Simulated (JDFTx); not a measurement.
# TaN: equation of state with r2SCAN

The system is TaN.

```
Ta N
1.0
     0.00000    2.21132    2.21132
     2.21132    0.00000    2.21132
     2.21132    2.21132    0.00000
Ta N
1 1
Direct
  0.50000 0.50000 0.50000
  0.00000 0.00000 0.00000
```

The cell comes from a database or a generator and needn't be the stable form of this composition.

| Item | Value |
| --- | --- |
| Program | JDFTx 1.7.0 (patched build) |
| Task | equation of state |
| Functional | r2SCAN |
| Potentials or basis | SG15-PBE-1.2 with smoothed tails |
| Cutoff | 1361 eV |
| Density cutoff | 10885 eV |
| k mesh | 8 × 8 × 8 |
| Occupations | fermi-dirac, width 0.05 eV |
| Spin | no spin polarisation |
| Local potential set to -Z/r beyond | 6 bohr |
| Bands | 23 |
| Density cutoff over wavefunction cutoff | 8 |
| Max SCF steps | 100 |
| SCF threshold on the energy | 1e-09 Ha |
| Solver of the electrons | scf |

* Equilibrium volume: 10.31 Å³/atom
* Bulk modulus: 367 GPa
* Pressure derivative of the bulk modulus: 4.5

Energy against volume, from the lowest point:
```csv
volume (Å³/atom),energy (meV/atom)
10.164,1.81
10.381,0.00
10.597,8.19
10.813,25.30
11.030,50.36
11.246,82.48
11.462,120.90
```

Caveat: the potentials were made for another functional, which shifts forces and pressure. The run has no spin-orbit coupling, so splittings on Ta are missing.
